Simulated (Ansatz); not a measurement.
Rh:

```
Rh
1.0
     0.00000    1.89785    1.89785
     1.89785    0.00000    1.89785
     1.89785    1.89785    0.00000
Rh
1
Cartesian
  0.0000 0.0000 0.0000
```

Program: Ansatz 0.2.0. Alike in all runs: task projected density of states; potentials or basis Ansatz PAW; no spin polarisation; cell as given; k mesh 7 × 7 × 7; smearing fermi-dirac 0.05 eV; the mesh is coarse, so values aren't converged.

Problem. Order these runs on this cell by their pressure, lowest first.
A. level r2SCAN; cutoff (eV) 500
B. level LDA; cutoff (eV) 420
C. level BLYP; cutoff (eV) 420
D. level PBEsol; cutoff (eV) 420
E. level r2SCAN0; cutoff (eV) 500

Solution. B (-11.1 GPa), E (-8.9 GPa), D (-5.0 GPa), A (0.0 GPa), C (20.6 GPa).

Caveats: all runs use coarse meshes; the PAW data sets come from PBE, with cores solved anew for the run's functional, which leaves a small shift of forces and pressure; the density of states is complete only up to the lowest level of the last band computed; the thresholds are loose for stress (some runs).

Runs at the PBE level aren't shown here.
